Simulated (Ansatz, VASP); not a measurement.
## Hf2Si in VASP and in Ansatz

INCAR

```
ALGO = Normal
EDIFF = 1E-7
ENCUT = 520
GGA = PS
ISIF = 2
ISMEAR = 0
LASPH = T
LCHARG = F
LREAL = F
LWAVE = F
NBANDS = 33
NELM = 60
PREC = Accurate
SIGMA = 0.01
```

Contents of KPOINTS:

```
k-points
0
Gamma
  5 5 5
```

The input POSCAR:

```
Hf2Si
1.0
   -3.2753522240      3.2753522240      2.5828233930
    3.2753522240     -3.2753522240      2.5828233930
    3.2753522240      3.2753522240     -2.5828233930
Hf Si
4 2
Direct
    0.8435136200      0.6564863800      0.5000000000
    0.3435136200      0.8435136200      0.1870272400
    0.1564863800      0.3435136200      0.5000000000
    0.6564863800      0.1564863800      0.8129727600
    0.7500000000      0.7500000000      0.0000000000
    0.2500000000      0.2500000000      0.0000000000
```

Input for Ansatz:

```yaml
crystal:
  lattice:
    - [-3.275352224, 3.275352224, 2.582823393]
    - [3.275352224, -3.275352224, 2.582823393]
    - [3.275352224, 3.275352224, -2.582823393]
  atoms:
    - { symbol: Hf, position: [0.84351362, 0.65648638, 0.5] }
    - { symbol: Hf, position: [0.34351362, 0.84351362, 0.18702724] }
    - { symbol: Hf, position: [0.15648638, 0.34351362, 0.5] }
    - { symbol: Hf, position: [0.65648638, 0.15648638, 0.81297276] }
    - { symbol: Si, position: [0.75, 0.75, 0.0] }
    - { symbol: Si, position: [0.25, 0.25, 0.0] }
basis:
  ecutwfc: 420
kpoints:
  mp_grid: { grid: [5, 5, 5] }
hamiltonian:
  xc: pbesol
scf:
  occupations: { method: gaussian, width: 0.01 }
output:
  forces: true
  stress: true
  eigenvalues: true
```

Alike in both runs: task single point; functional PBEsol; k mesh 5 × 5 × 5; occupations gaussian, width 0.01 eV; no spin polarisation.

```csv
,VASP,Ansatz
version,VASP 6.6.1,Ansatz 0.2.0
potentials or method,"VASP PAW PBE potentials, release 64 (Hf_pv, Si)","scalar-relativistic, plane waves, PAW"
plane-wave cutoff (eV),520,420
valence electrons in the cell,48,112
```

```csv
,VASP,Ansatz,Ansatz less VASP
gap on the k mesh at the Fermi level (eV),none,none,-
pressure (GPa),-2.6,-2.4,+0.19
largest component of the traceless stress (GPa),0.37,0.33,-0.040
rms of the force components (eV/Å),0.015,0.007,-0.0076
```

Atom by atom the forces differ by 0.008 eV/Å (rms over components). A gap of «none» marks a metal or a gap that the smearing closes. The functional is the same, so the differences come from potentials, cutoffs and numerics. The two sets of potentials don't hold the same shells in valence.

Caveats: the PAW data sets were made with another functional, which shifts forces and pressure a little (VASP). Spin-orbit coupling is left out, which matters for the levels of Hf.
